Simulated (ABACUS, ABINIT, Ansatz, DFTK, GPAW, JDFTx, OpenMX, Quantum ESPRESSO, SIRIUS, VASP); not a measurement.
## KI: programs and potentials compared

```
I K
1.0
     0.00000    3.53277    3.53277
     3.53277    0.00000    3.53277
     3.53277    3.53277    0.00000
I K
1 1
Cartesian
  3.5328 3.5328 3.5328
  0.0000 0.0000 0.0000
```

Alike in all runs: task single point; functional PBE; k mesh 7 × 7 × 7; occupations fermi-dirac, width 0.05 eV; no spin polarisation; no spin-orbit coupling. Pressure is positive in compression and, in plane waves, holds the error of the finite cutoff, which Ansatz's Pulay term estimates and takes out.

| program and potentials | plane-wave cutoff (eV) | notes | pressure (GPa) |
| --- | --- | --- | --- |
| Ansatz, Ansatz PAW (earlier soft set) | 420 | 13 valence electrons an atom on average | 0.59 |
| Quantum ESPRESSO, SSSP 1.3 efficiency PBE | 816 | 8 valence electrons an atom on average | 0.56 |
| DFTK, PseudoDojo SR PBE 0.4.1 standard (PBE) | 1007 | 8 valence electrons an atom on average | 0.58 |
| SIRIUS, PseudoDojo 0.4.1 PBE standard (scalar relativistic) | 1030 | 8 valence electrons an atom on average | 0.58 |
| JDFTx, PseudoDojo-SR-PBE-0.5-standard with smoothed tails | 1007 | 8 valence electrons an atom on average | 0.58 |
| VASP, PBE PAW files I, K_sv, 520 eV | 520 | 8 valence electrons an atom on average | 0.61 |
| GPAW, GPAW PAW data sets (gpaw-data 1.2.1) | 600 | 8 valence electrons an atom on average | 0.57 |
| ABINIT, JTH PAW PBE v2.0 | 435 | 8 valence electrons an atom on average | 0.59 |
| ABACUS, PseudoDojo NC SR 0.4.1 PBE standard, plane waves | 1007 | 8 valence electrons an atom on average | 0.58 |
| Ansatz, all-electron LAPW, scalar-relativistic | - | - | 0.59 |
| OpenMX, OpenMX 2013 PBE set, I7.0-s3p2d2f1, K10.0-s3p2d1, grid cutoff 300 Ry | - | atomic basis; 8 valence electrons an atom on average | 0.69 |

The pressure spans 0.56 (Quantum ESPRESSO, SSSP 1.3 efficiency PBE) to 0.69 GPa (OpenMX, OpenMX 2013 PBE set, I7.0-s3p2d2f1, K10.0-s3p2d1, grid cutoff 300 Ry), with all-electron results at 0.59. Rows in atomic bases carry the error of their basis and grid, which can be large.

The functional is the same throughout but for its coding, so the spread measures potentials, basis and numerics; runs on potential files found faulty are left out.
